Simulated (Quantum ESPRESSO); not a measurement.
# TaN (Fm-3m) in Quantum ESPRESSO: equation of state, part 2 of 2

Quantum ESPRESSO 7.5. Earlier steps stand in the parts before.

### 4 Single point, PBE, 10.60 Å³/atom

The input, pw.in:

```
&CONTROL
  calculation = 'scf'
  prefix = 'pwscf'
  outdir = './tmp'
  pseudo_dir = './pseudo'
  tstress = .true.
  disk_io = 'nowf'
/
&SYSTEM
  ibrav = 0
  nat = 2
  ntyp = 2
  ecutwfc = 60
  ecutrho = 480
  nbnd = 15
  occupations = 'smearing'
  smearing = 'fd'
  degauss = 0.00367493
/
&ELECTRONS
  conv_thr = 4d-10
  electron_maxstep = 120
  mixing_beta = 0.5
/
ATOMIC_SPECIES
Ta   180.9479 Ta_pbe_v1.uspp.F.UPF
N     14.0070 N.pbe-n-radius_5.UPF
CELL_PARAMETERS angstrom
   0.0000000000    2.1964814589    2.1964814589
   2.1964814589    0.0000000000    2.1964814589
   2.1964814589    2.1964814589    0.0000000000
ATOMIC_POSITIONS crystal
Ta     0.5000000000    0.5000000000    0.5000000000
N      0.0000000000    0.0000000000    0.0000000000
K_POINTS automatic
10 10 10 0 0 0
```

Potentials or basis: SSSP 1.3 efficiency PBE.

Launch:

```sh
> OMP_NUM_THREADS=1 pw.x -in pw.in > pw.out
```

pw.out:

```text
This program is part of the open-source Quantum ESPRESSO suite
     for quantum simulation of materials; please cite
         "P. Giannozzi et al., J. Phys.:Condens. Matter 21 395502 (2009);
         "P. Giannozzi et al., J. Phys.:Condens. Matter 29 465901 (2017);
         "P. Giannozzi et al., J. Chem. Phys. 152 154105 (2020);
     in publications or presentations arising from this work. More details at

     Message from routine setup:
     using ibrav=0 with symmetry is DISCOURAGED, use correct ibrav instead

     G-vector sticks info
     --------------------
     sticks:   dense  smooth     PW     G-vecs:    dense   smooth      PW
     Sum        1147     571    187                25509     8873    1639

     Using Slab Decomposition

     bravais-lattice index     =            0
     lattice parameter (alat)  =       5.8700  a.u.
     unit-cell volume          =     143.0241 (a.u.)^3
     number of atoms/cell      =            2
     number of atomic types    =            2
[... 228 lines left out ...]
          k = 0.0707 0.0707-0.0707 (  1125 PWs)   bands (ev):
[... 146 lines left out ...]
   -47.6954 -14.7215 -14.2753 -14.2753   4.1445  15.1129  16.2885  17.1176
    17.1176  23.9127  25.3467  25.3467  26.3491  28.6252  30.6502

          k = 0.2828 0.1414 0.0000 (  1118 PWs)   bands (ev):

   -47.7402 -14.3743 -14.1218 -14.0431   4.1597  13.9038  15.7987  16.1821
    19.4404  22.2031  22.6024  23.2539  25.2536  28.0597  34.6599

          k = 0.3536 0.2121-0.0707 (  1116 PWs)   bands (ev):
[... 71 lines left out ...]
   -47.6954 -14.5704 -14.4326 -14.2984   4.7433  14.5197  14.9545  15.0646
    20.4512  22.6993  25.3584  25.6573  26.4972  31.1830  32.7135

     the Fermi energy is    21.7969 ev

!    total energy              =    -162.19912937 Ry
     estimated scf accuracy    <          2.8E-10 Ry
     smearing contrib. (-TS)   =      -0.00040821 Ry
     internal energy E=F+TS    =    -162.19872117 Ry

     The total energy is F=E-TS. E is the sum of the following terms:
     one-electron contribution =      -4.65202816 Ry
     hartree contribution      =      14.54288273 Ry
     xc contribution           =     -47.87962379 Ry
     ewald contribution        =    -124.20995195 Ry

     convergence has been achieved in  11 iterations

     Computing stress (Cartesian axis) and pressure

     negative rho (up, down):  9.870E-02 0.000E+00
          total   stress  (Ry/bohr**3)                   (kbar)     P=       50.12
   0.00034074   0.00000000   0.00000000           50.12        0.00        0.00
   0.00000000   0.00034074   0.00000000            0.00       50.12        0.00
   0.00000000   0.00000000   0.00034074            0.00        0.00       50.12

=------------------------------------------------------------------------------=
   JOB DONE.
=------------------------------------------------------------------------------=
```

Run time: 17 s. Hardware: 1 thread of Arm Neoverse V2, shared host; peak memory 0.2 GiB.

What came out:

```yaml
Free_energy: -2206.8316 eV
Pressure: 5.0 GPa
Band_gap_on_the_k_mesh: none (metal or under the smearing width)
```

### 5 Single point, PBE, 10.81 Å³/atom

Changes to pw.in since step 4:

```diff
@@ -28,5 +28,5 @@
 CELL_PARAMETERS angstrom
-   0.0000000000    2.1964814589    2.1964814589
-   2.1964814589    0.0000000000    2.1964814589
-   2.1964814589    2.1964814589    0.0000000000
+   0.0000000000    2.2113230000    2.2113230000
+   2.2113230000    0.0000000000    2.2113230000
+   2.2113230000    2.2113230000    0.0000000000
 ATOMIC_POSITIONS crystal
```

Launch:

```sh
> OMP_NUM_THREADS=1 pw.x -in pw.in > pw.out
```

It took 18 s on 1 thread of Arm Neoverse V2, shared host; peak memory 0.21 GiB.

It converged, with:

```
Free energy            : -2206.8364 eV
Pressure               : -1.8 GPa
Band gap on the k mesh : none (metal or under the smearing width)
```

### 6 Single point, PBE, 11.03 Å³/atom

Changes to pw.in since step 5:

```diff
@@ -28,5 +28,5 @@
 CELL_PARAMETERS angstrom
-   0.0000000000    2.2113230000    2.2113230000
-   2.2113230000    0.0000000000    2.2113230000
-   2.2113230000    2.2113230000    0.0000000000
+   0.0000000000    2.2259679500    2.2259679500
+   2.2259679500    0.0000000000    2.2259679500
+   2.2259679500    2.2259679500    0.0000000000
 ATOMIC_POSITIONS crystal
```

Potentials or basis: SSSP 1.3 efficiency PBE.

Launch:

```sh
> OMP_NUM_THREADS=1 pw.x -in pw.in > pw.out
```

Run time: 18 s. Hardware: 1 thread of Arm Neoverse V2, shared host; peak memory 0.21 GiB.

Results (log left out):

* Free energy: -2206.8237 eV
* Pressure: -8.0 GPa
* Band gap on the k mesh: none (metal or under the smearing width)

### 7 Single point, PBE, 11.25 Å³/atom

Changes to pw.in since step 6:

```diff
@@ -28,5 +28,5 @@
 CELL_PARAMETERS angstrom
-   0.0000000000    2.2259679500    2.2259679500
-   2.2259679500    0.0000000000    2.2259679500
-   2.2259679500    2.2259679500    0.0000000000
+   0.0000000000    2.2404226923    2.2404226923
+   2.2404226923    0.0000000000    2.2404226923
+   2.2404226923    2.2404226923    0.0000000000
 ATOMIC_POSITIONS crystal
```

Launch:

```sh
> OMP_NUM_THREADS=1 pw.x -in pw.in > pw.out
```

Run time: 18 s. Hardware: 1 thread of Arm Neoverse V2, shared host; peak memory 0.22 GiB.

It converged, with:

| Quantity | Value |
| --- | --- |
| Free energy | -2206.7952 eV |
| Pressure | -13.5 GPa |
| Band gap on the k mesh | none (metal or under the smearing width) |

### 8 Single point, PBE, 11.46 Å³/atom

Changes to pw.in since step 7:

```diff
@@ -28,5 +28,5 @@
 CELL_PARAMETERS angstrom
-   0.0000000000    2.2404226923    2.2404226923
-   2.2404226923    0.0000000000    2.2404226923
-   2.2404226923    2.2404226923    0.0000000000
+   0.0000000000    2.2546932853    2.2546932853
+   2.2546932853    0.0000000000    2.2546932853
+   2.2546932853    2.2546932853    0.0000000000
 ATOMIC_POSITIONS crystal
```

Launch:

```sh
> OMP_NUM_THREADS=1 pw.x -in pw.in > pw.out
```

Wall time 18 s (1 thread of Arm Neoverse V2, shared host); peak memory 0.22 GiB.

The run converged. Its results:

* Free energy: -2206.7528 eV
* Pressure: -18.4 GPa
* Band gap on the k mesh: none (metal or under the smearing width)

### 9 Equation of state, PBE

Potentials or basis: SSSP 1.3 efficiency PBE.

This step only gathers the single runs of the series.

Results:

* Equilibrium volume: 10.76 Å³/atom
* Bulk modulus: 331 GPa
* Pressure derivative of the bulk modulus: 4.5

Energy against volume, from the lowest point:
```csv
volume (Å³/atom),energy (meV/atom)
10.164,37.65
10.381,14.58
10.597,2.40
10.813,0.00
11.030,6.36
11.246,20.57
11.462,41.79
```
